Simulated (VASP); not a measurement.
# Al2O3 (Corundum) (R-3c) in VASP: further runs

Runs on Al2O3 (Corundum). Level: LDA. Tasks: single point.

Everything below comes from runs of VASP 6.6.1. Logs are shortened: lines on timing, memory, paths and dates and some standing lists are left out, and cuts for length are marked.

**1. Starting point**

Symmetry: R-3c, No. 167, trigonal system. Conventional cell: a = 4.760 Å, b = 4.760 Å, c = 12.996 Å, α = 90.00°, β = 90.00°, γ = 120.00°. Al (site symmetry 3) has 6 O at 1.85 to 1.97 Å as nearest neighbours. Around O (site symmetry 2) lie 4 Al at 1.85 to 1.97 Å.

**2. Single point, LDA**

Input file INCAR:

```
SYSTEM = Al2O3
PREC = Accurate
ENCUT = 460
EDIFF = 1E-7
ISMEAR = 0
SIGMA = 0.2
LREAL = .FALSE.
LASPH = .TRUE.
NELM = 100
ALGO = Normal
ISIF = 2
LWAVE = .FALSE.
LCHARG = .FALSE.
NBANDS = 35
ADDGRID = .FALSE.
```

Input file KPOINTS:

```
regular mesh
0
G
  4 4 4
  0 0 0
```

Input file POSCAR:

```
Al2O3
1.0
    2.3802500000      1.3742379782      4.3318666667
   -2.3802500000      1.3742379782      4.3318666667
    0.0000000000     -2.7484759565      4.3318666667
Al O
4 6
Direct
    0.8521600000      0.8521600000      0.8521600000
    0.6478400000      0.6478400000      0.6478400000
    0.1478400000      0.1478400000      0.1478400000
    0.3521600000      0.3521600000      0.3521600000
    0.0566800000      0.7500000000      0.4433200000
    0.7500000000      0.4433200000      0.0566800000
    0.4433200000      0.0566800000      0.7500000000
    0.9433200000      0.2500000000      0.5566800000
    0.2500000000      0.5566800000      0.9433200000
    0.5566800000      0.9433200000      0.2500000000
```

Potentials or basis: VASP PAW LDA potentials, release 64 (Al, O).

On the command line:

```console
cat potpaw_LDA.64/Al/POTCAR potpaw_LDA.64/O/POTCAR > POTCAR
mpirun -np 1 vasp_std > vasp.out
```

OUTCAR:

```text
SYSTEM = Al2O3
   PREC = Accurate
   ENCUT = 460
   EDIFF = 1E-7
   ISMEAR = 0
   LREAL = .FALSE.
   LASPH = .TRUE.
   NELM = 100
   ISIF = 2

 Found     13 irreducible k-points:

 Following reciprocal coordinates:
            Coordinates               Weight
  0.000000  0.000000  0.000000      1.000000
  0.250000  0.000000 -0.000000      6.000000
  0.500000  0.000000 -0.000000      3.000000
  0.250000  0.250000 -0.000000      6.000000
  0.500000  0.250000  0.000000     12.000000
 -0.250000  0.250000  0.000000      6.000000
   k-points           NKPTS =     13   k-points in BZ     NKDIM =     13   number of bands    NBANDS=     35
   number of dos      NEDOS =    301   number of ions     NIONS =     10
   total plane-waves  NPLWV =  46656
   dimension x,y,z NGX =    36 NGY =   36 NGZ =   36
   dimension x,y,z NGXF=    72 NGYF=   72 NGZF=   72
   ions per type =               4   6
   NGX,Y,Z   is equivalent  to a cutoff of  11.67, 11.67, 11.67 a.u.
   NGXF,Y,Z  is equivalent  to a cutoff of  23.33, 23.33, 23.33 a.u.
 SYSTEM =  Al2O3
   PREC   = accura    normal or accurate (medium, high low for compatibility)
   ISTART =      0    job   : 0-new  1-cont  2-samecut
   ICHARG =      2    charge: 1-file 2-atom 10-const
   ISPIN  =      1    spin polarized calculation?
   LNONCOLLINEAR =      F non collinear calculations
   LSORBIT =      F    spin-orbit coupling
   LASPH  =      T    aspherical Exc in radial PAW
   ENCUT  =  460.0 eV  33.81 Ry    5.81 a.u.   8.97  8.97  8.97*2*pi/ulx,y,z
   NELM   =    100;   NELMIN=  2; NELMDL= -5     # of ELM steps
   EDIFF  = 0.1E-06   stopping-criterion for ELM
   LREAL  =      F    real-space projection
   EDIFFG = 0.1E-05   stopping-criterion for IOM
   NSW    =      0    number of steps for IOM
   IBRION =     -1    ionic relax: 0-MD 1-quasi-New 2-CG
   NFREE  =      0    steps in history (QN), initial steepest desc. (CG)
   ISIF   =      2    stress and relaxation
   ISYM   =      2    0-nonsym 1-usesym 2-fastsym
   POTIM  = 0.5000    time-step for ionic-motion
   TEBEG  =    0.0;   TEEND  =   0.0 temperature during run
   PSTRESS=    0.0 pullay stress
   NELECT =      48.0000    total number of electrons
   NUPDOWN=      -1.0000    fix difference up-down
   EMIN   =  10.00;   EMAX   =-10.00  energy-range for DOS
   EFERMI =   0.00;   METHOD = LEGACY
   ISMEAR =     0;   SIGMA  =   0.20  broadening in eV -4-tet -1-fermi 0-gaus
   EFERMI_NEDOS =   21; number of points for ismear=-14 and -15
   IALGO  =     38    algorithm
   IMIX   =      4    mixing-type and parameters
     AMIX     =   0.40;   BMIX     =  1.00
     AMIX_MAG =   1.60;   BMIX_MAG =  1.00
  volume/ion in A,a.u.               =       8.50        57.37
  Fermi-wavevector in a.u.,A,eV,Ry     =   1.353064  2.556920 24.909299  1.830782
  Thomas-Fermi vector in A             =   2.480350
   LORBIT       =      0    0 simple, 1 ext, 2 COOP (PROOUT), +10 PAW based schemes
   GGA     = CA    functional components
   LHFCALC =     F    Hartree Fock is set to
   AEXX    =    0.0000 exact exchange contribution
   IVDW    =     0    specifies the selected vdW correction
   LEPSILON=     F    determine dielectric tensor
   LRPA    =     F    only Hartree local field effects (RPA)
 non-spin polarized calculation
 Gauss-broadening in eV      SIGMA  =   0.20
  energy-cutoff  :      460.00
  volume of cell :       85.02
 maximum number of plane-waves:      1928
   NGX = 17   NGY = 17   NGZ = 17

 number of electron      48.0000015 magnetization

 Free energy of the ion-electron system (eV)
  ---------------------------------------------------
  ext. energy  EPLUGINS =         0.00000000
  ---------------------------------------------------
  free energy    TOTEN  =       -83.11075344 eV

  energy without entropy =      -83.11075344  energy(sigma->0) =      -83.11075344

 E-fermi :   6.7457     XC(G=0): -12.1649

 val. band max:        5.8282094972   @ k =   0.0000   0.0000   0.0000
 cond. band min:      11.9960832326   @ k =   0.0000   0.0000   0.0000
 fundamental gap:      6.1678737353
 Fermi energy:         6.7457109639

 k-point     1 :       0.0000    0.0000    0.0000
  band No.  band energies     occupation
      1     -13.1912      2.00000
      2     -10.7601      2.00000
      3     -10.4669      2.00000
      4     -10.4669      2.00000
      5     -10.1409      2.00000
      6     -10.1409      2.00000
[... 27 lines left out ...]
     34      19.1792      0.00000
     35      20.1996      0.00000

 k-point     2 :       0.2500    0.0000   -0.0000
  band No.  band energies     occupation
      1     -12.8640      2.00000
      2     -11.0331      2.00000
      3     -10.5532      2.00000
      4     -10.5192      2.00000
      5     -10.2852      2.00000
      6     -10.1748      2.00000
[... 27 lines left out ...]
     34      18.7797      0.00000
     35      19.5110      0.00000

 k-point     3 :       0.5000    0.0000   -0.0000
  band No.  band energies     occupation
      1     -12.0015      2.00000
      2     -12.0015      2.00000
      3     -10.4879      2.00000
      4     -10.4879      2.00000
      5     -10.3547      2.00000
      6     -10.3547      2.00000
[... 27 lines left out ...]
     34      18.3837      0.00000
     35      18.7602      0.00000

 k-point     4 :       0.2500    0.2500   -0.0000
  band No.  band energies     occupation
      1     -12.7786      2.00000
      2     -10.9217      2.00000
      3     -10.6981      2.00000
      4     -10.5337      2.00000
      5     -10.4804      2.00000
      6     -10.1128      2.00000
[... 27 lines left out ...]
     34      19.0518      0.00000
     35      19.3526      0.00000

 k-point     5 :       0.5000    0.2500    0.0000
  band No.  band energies     occupation
      1     -12.1366      2.00000
      2     -11.4842      2.00000
      3     -10.8676      2.00000
      4     -10.6766      2.00000
      5     -10.5253      2.00000
      6     -10.1135      2.00000
[... 27 lines left out ...]
     34      18.9443      0.00000
     35      19.2079      0.00000

 k-point     6 :      -0.2500    0.2500    0.0000
  band No.  band energies     occupation
      1     -12.3522      2.00000
      2     -11.3550      2.00000
      3     -10.8944      2.00000
      4     -10.4482      2.00000
      5     -10.3681      2.00000
      6     -10.2948      2.00000
[... 27 lines left out ...]
     34      18.7048      0.00000
     35      19.3062      0.00000

 [... further k-points ...]
[... 5 lines left out ...]
  --------------------------------------------------------------------------------------
  -------------------------------------------------------------------------------------
  Total       -2.7645811     -2.7645811     -2.9773704      0.0000000      0.0000000      0.0000000
  in kB      -52.0989622    -52.0989622    -56.1090089      0.0000000      0.0000000      0.0000000
  external PRESSURE =     -53.4356444 kB  Pullay stress =       0.0000000 kB

 VOLUME and BASIS-vectors are now :
 -----------------------------------------------------------------------------
  energy-cutoff  :      460.00
  volume of cell :       85.02
      direct lattice vectors                 reciprocal lattice vectors
     2.380250000  1.374237978  4.331866667     0.210061968  0.121279334  0.076949121
    -2.380250000  1.374237978  4.331866667    -0.210061968  0.121279334  0.076949121
     0.000000000 -2.748475957  4.331866667     0.000000000 -0.242558668  0.076949121

 POSITION                                       TOTAL-FORCE (eV/Angst)
 -----------------------------------------------------------------------------------
      0.00000     -0.00000     11.07433        -0.000000      0.000000     -0.057048
      0.00000     -0.00000      8.41907        -0.000000     -0.000000      0.057048
      0.00000     -0.00000      1.92127        -0.000000     -0.000000      0.057048
      0.00000     -0.00000      4.57653        -0.000000      0.000000     -0.057048
     -1.65027     -0.10988      5.41483        -0.060949     -0.105567     -0.000000
      0.72998      1.48412      5.41483        -0.060949      0.105567     -0.000000
      0.92030     -1.37424      5.41483         0.121898      0.000000     -0.000000
      1.65027      0.10988      7.58077         0.060949      0.105567     -0.000000
     -0.72998     -1.48412      7.58077         0.060949     -0.105567     -0.000000
     -0.92030      1.37424      7.58077        -0.121898      0.000000     -0.000000
 -----------------------------------------------------------------------------------
    total drift:                               -0.000000      0.000000     -0.000000

  FREE ENERGIE OF THE ION-ELECTRON SYSTEM (eV)
  ---------------------------------------------------
  free  energy   TOTEN  =       -83.1107534420 eV

  energy  without entropy=      -83.1107534420  energy(sigma->0) =      -83.11075344
```

Wall time 52 s (1 thread of AMD EPYC 7R43 (Zen 3), shared host); peak memory 0.13 GiB.

The run converged, but some of its settings lie outside the range that counts as converged, so its numbers aren't taken as properties of the crystal.

Results:

```
Free energy            : -83.1108 eV
Pressure               : -5.3 GPa
Largest force          : 0.122 eV/Å
Band gap on the k mesh : 6.17 eV, direct
```

Caveat: the cutoff is under 1.25 times the usual one of these potentials, so pressure, stress and relaxed cells hold a basis-set (Pulay) error.

**3. Single point, LDA**

Changes to INCAR since step 2:

```diff
@@ -5,3 +5,3 @@
 ISMEAR = 0
-SIGMA = 0.2
+SIGMA = 0.01
 LREAL = .FALSE.
```

KPOINTS is that of step 2.

POSCAR is that of step 2.

Potentials or basis: VASP PAW LDA potentials, release 64 (Al, O).

On the command line:

```console
cat potpaw_LDA.64/Al/POTCAR potpaw_LDA.64/O/POTCAR > POTCAR
mpirun -np 1 vasp_std > vasp.out
```

OUTCAR:

```text
SYSTEM = Al2O3
   PREC = Accurate
   ENCUT = 460
   EDIFF = 1E-7
   ISMEAR = 0
   LREAL = .FALSE.
   LASPH = .TRUE.
   NELM = 100
   ISIF = 2

 Found     13 irreducible k-points:

 Following reciprocal coordinates:
            Coordinates               Weight
  0.000000  0.000000  0.000000      1.000000
  0.250000  0.000000 -0.000000      6.000000
  0.500000  0.000000 -0.000000      3.000000
  0.250000  0.250000 -0.000000      6.000000
  0.500000  0.250000  0.000000     12.000000
 -0.250000  0.250000  0.000000      6.000000
   k-points           NKPTS =     13   k-points in BZ     NKDIM =     13   number of bands    NBANDS=     35
[... 312 lines left out ...]

 VOLUME and BASIS-vectors are now :
 -----------------------------------------------------------------------------
  energy-cutoff  :      460.00
  volume of cell :       85.02
      direct lattice vectors                 reciprocal lattice vectors
     2.380250000  1.374237978  4.331866667     0.210061968  0.121279334  0.076949121
    -2.380250000  1.374237978  4.331866667    -0.210061968  0.121279334  0.076949121
     0.000000000 -2.748475957  4.331866667     0.000000000 -0.242558668  0.076949121

 POSITION                                       TOTAL-FORCE (eV/Angst)
 -----------------------------------------------------------------------------------
      0.00000     -0.00000     11.07433         0.000000      0.000000     -0.057048
      0.00000     -0.00000      8.41907         0.000000     -0.000000      0.057048
      0.00000     -0.00000      1.92127         0.000000     -0.000000      0.057048
      0.00000     -0.00000      4.57653         0.000000      0.000000     -0.057048
     -1.65027     -0.10988      5.41483        -0.060949     -0.105567     -0.000000
      0.72998      1.48412      5.41483        -0.060949      0.105567     -0.000000
      0.92030     -1.37424      5.41483         0.121898      0.000000     -0.000000
      1.65027      0.10988      7.58077         0.060949      0.105567     -0.000000
     -0.72998     -1.48412      7.58077         0.060949     -0.105567     -0.000000
     -0.92030      1.37424      7.58077        -0.121898      0.000000     -0.000000
 -----------------------------------------------------------------------------------
    total drift:                               -0.000000      0.000000     -0.000000

  FREE ENERGIE OF THE ION-ELECTRON SYSTEM (eV)
  ---------------------------------------------------
  free  energy   TOTEN  =       -83.1107534420 eV

  energy  without entropy=      -83.1107534420  energy(sigma->0) =      -83.11075344
```

stdout:

```text
POSCAR found type information on POSCAR AlO
 POSCAR found :  2 types and      10 ions
 scaLAPACK will be used
 LDA part: xc-table for (Slater(with rela. corr.)+CA(PZ))
 , standard interpolation
 POSCAR, INCAR and KPOINTS ok, starting setup
 FFT: planning ... GRIDC
 FFT: planning ... GRID_SOFT
 FFT: planning ... GRID
 WAVECAR not read
 entering main loop
```

It took 60 s on 1 thread of AMD EPYC 7R43 (Zen 3), shared host; peak memory 0.14 GiB.

The run converged, but some of its settings lie outside the range that counts as converged, so its numbers aren't taken as properties of the crystal.

What came out:

```yaml
Free_energy: -83.1108 eV
Pressure: -5.3 GPa
Largest_force: 0.122 eV/Å
Band_gap_on_the_k_mesh: 6.17 eV, direct
```

Caveat: the cutoff is under 1.25 times the usual one of these potentials, so pressure, stress and relaxed cells hold a basis-set (Pulay) error.

**4. Single point, LDA**

Changes to INCAR since step 3:

```diff
@@ -1,3 +1,3 @@
 SYSTEM = Al2O3
-PREC = Accurate
+PREC = Normal
 ENCUT = 460
@@ -5,3 +5,3 @@
 ISMEAR = 0
-SIGMA = 0.01
+SIGMA = 0.05
 LREAL = .FALSE.
```

KPOINTS is that of step 3.

POSCAR is that of step 3.

On the command line:

```console
cat potpaw_LDA.64/Al/POTCAR potpaw_LDA.64/O/POTCAR > POTCAR
mpirun -np 1 vasp_std > vasp.out
```

Wall time 30 s (1 thread of AMD EPYC 7R43 (Zen 3), shared host); peak memory 0.11 GiB.

The run converged, but some of its settings lie outside the range that counts as converged, so its numbers aren't taken as properties of the crystal.

Results:

| Property | Result |
| --- | --- |
| Free energy | -83.1119 eV |
| Pressure | -5.3 GPa |
| Largest force | 0.122 eV/Å |
| Band gap on the k mesh | 6.17 eV, direct |

Caveat: the cutoff is under 1.25 times the usual one of these potentials, so pressure, stress and relaxed cells hold a basis-set (Pulay) error.

(Part 1 of 2 ends here.)
